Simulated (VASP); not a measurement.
# Ca (Im-3m) in VASP: single point with PBE

Aim: the single point of Ca with PBE.

Program: VASP 6.6.1. These are calculated values, not measurements. Logs are shortened: lines on timing, memory, paths and dates and some standing lists are left out, and cuts for length are marked.

## (1) The structure

Symmetry: Im-3m, No. 229, cubic system. Conventional cell: a = 4.480 Å, b = 4.480 Å, c = 4.480 Å, α = 90.00°, β = 90.00°, γ = 90.00°. Ca (site symmetry m-3m) has 8 Ca at 3.88 Å as nearest neighbours.

This isn't the form of Ca at room conditions, which is fcc.

## (2) Single point, PBE

Input file INCAR:

```
  ALGO = Fast
  EDIFF = 1E-6
  ENCUT = 520
  GGA = PE
  ISIF = 2
  ISMEAR = -1
  LASPH = T
  LCHARG = F
  LREAL = F
  LWAVE = F
  NBANDS = 11
  NELM = 100
  PREC = Accurate
  SIGMA = 0.28
```

Input file KPOINTS:

```
k-points
0
Gamma
  10 10 10
```

Input file POSCAR:

```
Ca
1.0
   -2.2400000000      2.2400000000      2.2400000000
    2.2400000000     -2.2400000000      2.2400000000
    2.2400000000      2.2400000000     -2.2400000000
Ca
1
Direct
    0.0000000000      0.0000000000      0.0000000000
```

Potentials or basis: VASP PAW PBE potentials, release 64 (Ca_sv).

The run is started by

```console
$ cat potpaw_PBE.64/Ca_sv/POTCAR > POTCAR
$ mpirun -np 1 vasp_std > vasp.out
```

OUTCAR:

```text
EDIFF = 1E-6
   ENCUT = 520
   GGA = PE
   ISIF = 2
   ISMEAR = -1
   LASPH = T
   LREAL = F
   NELM = 100
   PREC = Accurate

 ion  position               nearest neighbor table
   1  0.000  0.000  0.000-

  LATTYP: Found a body centered cubic cell.
 ALAT       =     4.4800000000

  Lattice vectors:

 A1 = (  -2.2400000000,   2.2400000000,   2.2400000000)
 A2 = (   2.2400000000,  -2.2400000000,   2.2400000000)
 A3 = (   2.2400000000,   2.2400000000,  -2.2400000000)

Analysis of symmetry for initial positions (statically):
=====================================================================
 Subroutine PRICEL returns:
 Original cell was already a primitive cell.

 Routine SETGRP: Setting up the symmetry group for a
 body centered cubic supercell.

 Subroutine GETGRP returns: Found 48 space group operations
 (whereof 48 operations were pure point group operations)
 out of a pool of 48 trial point group operations.

The static configuration has the point symmetry O_h .

Analysis of symmetry for dynamics (positions and initial velocities):
=====================================================================
 Subroutine PRICEL returns:
 Original cell was already a primitive cell.

 Routine SETGRP: Setting up the symmetry group for a
 body centered cubic supercell.

 Subroutine GETGRP returns: Found 48 space group operations
 (whereof 48 operations were pure point group operations)
 out of a pool of 48 trial point group operations.

The dynamic configuration has the point symmetry O_h .

 Subroutine INISYM returns: Found 48 space group operations
 (whereof 48 operations are pure point group operations),
 and found     1 'primitive' translations

----------------------------------------------------------------------------------------

                                     Primitive cell

  volume of cell :      44.9577

  direct lattice vectors                    reciprocal lattice vectors
    -2.240000000  2.240000000  2.240000000     0.000000000  0.223214286  0.223214286
     2.240000000 -2.240000000  2.240000000     0.223214286  0.000000000  0.223214286
     2.240000000  2.240000000 -2.240000000     0.223214286  0.223214286  0.000000000

  length of vectors
     3.879793809  3.879793809  3.879793809     0.315672670  0.315672670  0.315672670

  position of ions in fractional coordinates (direct lattice)
     0.000000000  0.000000000  0.000000000

  ion indices of the primitive-cell ions
   primitive index   ion index
                 1           1

----------------------------------------------------------------------------------------

 KPOINTS: k-points

Automatic generation of k-mesh.
 Grid dimensions read from file:
 generate k-points for:   10   10   10

 Generating k-lattice:

  Cartesian coordinates                     Fractional coordinates (reciprocal lattice)
     0.000000000  0.022321429  0.022321429     0.100000000  0.000000000  0.000000000
     0.022321429  0.000000000  0.022321429     0.000000000  0.100000000  0.000000000
     0.022321429  0.022321429  0.000000000     0.000000000  0.000000000  0.100000000

  Length of vectors
     0.031567267  0.031567267  0.031567267

  Shift w.r.t. Gamma in fractional coordinates (k-lattice)
     0.000000000  0.000000000  0.000000000

 Subroutine IBZKPT returns following result:
 ===========================================

 Found     47 irreducible k-points:

 Following reciprocal coordinates:
            Coordinates               Weight
  0.000000  0.000000  0.000000      1.000000
  0.100000  0.000000  0.000000     12.000000
  0.200000  0.000000  0.000000     12.000000
  0.300000  0.000000  0.000000     12.000000
  0.400000  0.000000  0.000000     12.000000
  0.500000  0.000000  0.000000      6.000000
[... 16 lines left out ...]
  0.300000  0.300000  0.100000      8.000000
 -0.300000  0.300000  0.100000     24.000000
 [... further k-points ...]
   k-points           NKPTS =     47   k-points in BZ     NKDIM =     47   number of bands    NBANDS=     11
   number of dos      NEDOS =    301   number of ions     NIONS =      1
   total plane-waves  NPLWV =  27000
   dimension x,y,z NGX =    30 NGY =   30 NGZ =   30
   dimension x,y,z NGXF=    60 NGYF=   60 NGZF=   60
   ions per type =               1
   NGX,Y,Z   is equivalent  to a cutoff of  12.85, 12.85, 12.85 a.u.
   NGXF,Y,Z  is equivalent  to a cutoff of  25.71, 25.71, 25.71 a.u.
 SYSTEM =  unknown system
   PREC   = accura    normal or accurate (medium, high low for compatibility)
   ISTART =      0    job   : 0-new  1-cont  2-samecut
   ICHARG =      2    charge: 1-file 2-atom 10-const
   ISPIN  =      1    spin polarized calculation?
   LNONCOLLINEAR =      F non collinear calculations
   LSORBIT =      F    spin-orbit coupling
   LASPH  =      T    aspherical Exc in radial PAW
   ENCUT  =  520.0 eV  38.22 Ry    6.18 a.u.   7.21  7.21  7.21*2*pi/ulx,y,z
   NELM   =    100;   NELMIN=  2; NELMDL= -5     # of ELM steps
   EDIFF  = 0.1E-05   stopping-criterion for ELM
   LREAL  =      F    real-space projection
   EDIFFG = 0.1E-04   stopping-criterion for IOM
   NSW    =      0    number of steps for IOM
   IBRION =     -1    ionic relax: 0-MD 1-quasi-New 2-CG
   NFREE  =      0    steps in history (QN), initial steepest desc. (CG)
   ISIF   =      2    stress and relaxation
   ISYM   =      2    0-nonsym 1-usesym 2-fastsym
   POTIM  = 0.5000    time-step for ionic-motion
   TEBEG  =    0.0;   TEEND  =   0.0 temperature during run
   PSTRESS=    0.0 pullay stress
   NELECT =      10.0000    total number of electrons
   NUPDOWN=      -1.0000    fix difference up-down
   EMIN   =  10.00;   EMAX   =-10.00  energy-range for DOS
   EFERMI =   0.00;   METHOD = LEGACY
   ISMEAR =    -1;   SIGMA  =   0.28  broadening in eV -4-tet -1-fermi 0-gaus
   EFERMI_NEDOS =   21; number of points for ismear=-14 and -15
   IALGO  =     68    algorithm
   IMIX   =      4    mixing-type and parameters
     AMIX     =   0.40;   BMIX     =  1.00
     AMIX_MAG =   1.60;   BMIX_MAG =  1.00
  volume/ion in A,a.u.               =      44.96       303.39
  Fermi-wavevector in a.u.,A,eV,Ry     =   0.991913  1.874443 13.386649  0.983891
  Thomas-Fermi vector in A             =   2.123688
   LORBIT       =      0    0 simple, 1 ext, 2 COOP (PROOUT), +10 PAW based schemes
   GGA     = PE    functional components
   LHFCALC =     F    Hartree Fock is set to
   AEXX    =    0.0000 exact exchange contribution
   IVDW    =     0    specifies the selected vdW correction
   LEPSILON=     F    determine dielectric tensor
   LRPA    =     F    only Hartree local field effects (RPA)
 non-spin polarized calculation
 RMM-DIIS sequential band-by-band and
  energy-cutoff  :      520.00
  volume of cell :       44.96
 maximum number of plane-waves:      1264
 NGX is ok and might be reduce to    30

 number of electron      10.0000002 magnetization

 Free energy of the ion-electron system (eV)
  ---------------------------------------------------
  ext. energy  EPLUGINS =         0.00000000
  ---------------------------------------------------
  free energy    TOTEN  =        -2.07880626 eV

  energy without entropy =       -1.75285440  energy(sigma->0) =       -1.91583033

 E-fermi :   1.6584     XC(G=0):  -7.5334

 val. band max:        1.6327966710   @ k =  -0.4000   0.4000   0.4000
 cond. band min:       1.6941992946   @ k =   0.5000   0.0000   0.0000
 fundamental gap:      0.0614026237
 Fermi energy:         1.6584244088

 k-point     1 :       0.0000    0.0000    0.0000
  band No.  band energies     occupation
      1     -40.3705      2.00000
      2     -21.2984      2.00000
      3     -21.2984      2.00000
      4     -21.2984      2.00000
      5      -2.1836      2.00000
      6       4.0092      0.00045
      7       4.0092      0.00045
      8       4.0092      0.00045
      9       5.0009      0.00001
     10       5.0009      0.00001
     11      11.6497      0.00000

 k-point     2 :       0.1000    0.0000    0.0000
  band No.  band energies     occupation
      1     -40.3694      2.00000
      2     -21.3092      2.00000
      3     -21.3021      2.00000
      4     -21.2983      2.00000
      5      -2.0122      2.00000
      6       3.9062      0.00065
      7       3.9362      0.00059
      8       4.1357      0.00029
      9       4.8892      0.00002
     10       5.0045      0.00001
     11      11.3674      0.00000

 k-point     3 :       0.2000    0.0000    0.0000
  band No.  band energies     occupation
      1     -40.3667      2.00000
      2     -21.3374      2.00000
      3     -21.3116      2.00000
      4     -21.2983      2.00000
      5      -1.5137      1.99998
      6       3.5867      0.00204
      7       3.6572      0.00159
      8       4.5010      0.00008
      9       4.8021      0.00003
     10       5.0312      0.00001
     11      10.0142      0.00000

 k-point     4 :       0.3000    0.0000    0.0000
  band No.  band energies     occupation
      1     -40.3633      2.00000
      2     -21.3720      2.00000
      3     -21.3234      2.00000
      4     -21.2982      2.00000
      5      -0.7391      1.99962
      6       2.9807      0.01763
      7       3.3827      0.00422
      8       4.8696      0.00002
      9       5.0526      0.00001
     10       5.1032      0.00001
     11       8.3847      0.00000
[... 239 lines left out ...]
 k-point    22 :      -0.2000    0.2000    0.1000
  band No.  band energies     occupation
      1     -40.3657      2.00000
      2     -21.3373      2.00000
      3     -21.3155      2.00000
      4     -21.3072      2.00000
      5      -1.3512      1.99996
      6       3.6354      0.00172
      7       3.7315      0.00122
      8       4.3885      0.00012
      9       4.4741      0.00009
     10       5.2122      0.00001
     11      10.0607      0.00000

 k-point    23 :       0.3000    0.3000    0.1000
  band No.  band energies     occupation
      1     -40.3587      2.00000
      2     -21.3684      2.00000
      3     -21.3684      2.00000
      4     -21.3214      2.00000
      5       1.9788      0.48315
      6       1.9788      0.48315
      7       2.1619      0.28417
      8       5.2290      0.00001
      9       5.2290      0.00001
     10       5.5715      0.00000
     11       7.0126      0.00000

 k-point    24 :      -0.3000    0.3000    0.1000
  band No.  band energies     occupation
      1     -40.3624      2.00000
      2     -21.3704      2.00000
      3     -21.3274      2.00000
      4     -21.3067      2.00000
      5      -0.5873      1.99934
      6       3.0115      0.01581
      7       3.4808      0.00298
      8       4.4951      0.00008
      9       5.0193      0.00001
     10       5.2329      0.00001
     11       8.4116      0.00000

 [... further k-points ...]

------------------------ aborting loop because EDIFF is reached ----------------------------------------

  FORCE on cell =-STRESS in cart. coord.  units (eV):
  Direction    XX          YY          ZZ          XY          YZ          ZX
  --------------------------------------------------------------------------------------
  -------------------------------------------------------------------------------------
  Total       -0.2627640     -0.2627640     -0.2627640     -0.0000000     -0.0000000     -0.0000000
  in kB       -9.3642356     -9.3642356     -9.3642356     -0.0000000     -0.0000000     -0.0000000
  external PRESSURE =      -9.3642356 kB  Pullay stress =       0.0000000 kB

 VOLUME and BASIS-vectors are now :
 -----------------------------------------------------------------------------
  energy-cutoff  :      520.00
  volume of cell :       44.96
      direct lattice vectors                 reciprocal lattice vectors
    -2.240000000  2.240000000  2.240000000     0.000000000  0.223214286  0.223214286
     2.240000000 -2.240000000  2.240000000     0.223214286  0.000000000  0.223214286
     2.240000000  2.240000000 -2.240000000     0.223214286  0.223214286  0.000000000

 POSITION                                       TOTAL-FORCE (eV/Angst)
 -----------------------------------------------------------------------------------
      0.00000      0.00000      0.00000         0.000000      0.000000     -0.000000
 -----------------------------------------------------------------------------------
    total drift:                               -0.000000     -0.000000      0.000000

  FREE ENERGIE OF THE ION-ELECTRON SYSTEM (eV)
  ---------------------------------------------------
  free  energy   TOTEN  =        -2.0788062608 eV

  energy  without entropy=       -1.7528543955  energy(sigma->0) =       -1.91583033
```

Wall time 18 s (1 thread of Intel Xeon Platinum 8488C (Sapphire Rapids), shared host); peak memory 0.17 GiB.

Results:

| Quantity | Value |
| --- | --- |
| Free energy | -2.0788 eV |
| Pressure | -0.9 GPa |
| Band gap on the k mesh | none (metal or under the smearing width) |

Levels at points of the mesh, in eV from the Fermi level:
| k point | band 2 | band 3 | band 4 | band 5 | band 6 | band 7 | band 8 | band 9 |
| --- | --- | --- | --- | --- | --- | --- | --- | --- |
| (0.00, 0.00, 0.00) | -22.96 | -22.96 | -22.96 | -3.84 | 2.35 | 2.35 | 2.35 | 3.34 |
| (0.50, 0.00, 0.00) | -23.07 | -22.99 | -22.96 | -0.75 | 0.04 | 1.45 | 3.23 | 3.59 |
| (0.50, 0.50, 0.50) | -23.04 | -23.04 | -23.04 | 0.24 | 0.24 | 3.79 | 3.79 | 3.79 |
